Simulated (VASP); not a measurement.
## C: single point with PBE

Crystal: C.

```
C
1.0
     0.00000    1.78337    1.78337
     1.78337    0.00000    1.78337
     1.78337    1.78337    0.00000
C
2
Cartesian
  2.6751 2.6751 2.6751
  1.7834 1.7834 1.7834
```

This isn't the form of C at room conditions, which is graphite.

* Program: VASP 6.6.1
* Task: single point
* Functional: PBE
* Potentials or basis: VASP PAW PBE potentials, release 64 (C)
* Cutoff: 520 eV
* k mesh: 13 × 13 × 13
* Occupations: gaussian, width 0.021 eV
* Spin: no spin polarisation
* Further INCAR settings: ALGO = Fast; EDIFF = 1e-06; NBANDS = 11

```
Pressure               : 2.5 GPa
Band gap on the k mesh : 4.14 eV, indirect (least direct gap 5.59 eV)
```

Levels at points of the mesh, in eV from the valence-band top:
```csv
k point,band 2,band 3,band 4,band 5,band 6,band 7
"(0.00, 0.00, 0.00)",0.00,0.00,0.00,5.59,5.59,5.59
```

Run time: 17 s on 1 thread of Intel(R) Xeon(R) Platinum 8259CL CPU @ 2.50GHz (Skylake/Cascade Lake), with other jobs on the host, peak memory 0.12 GiB.

Caveat: an odd mesh through Γ misses points on the zone boundary, where band edges often lie.
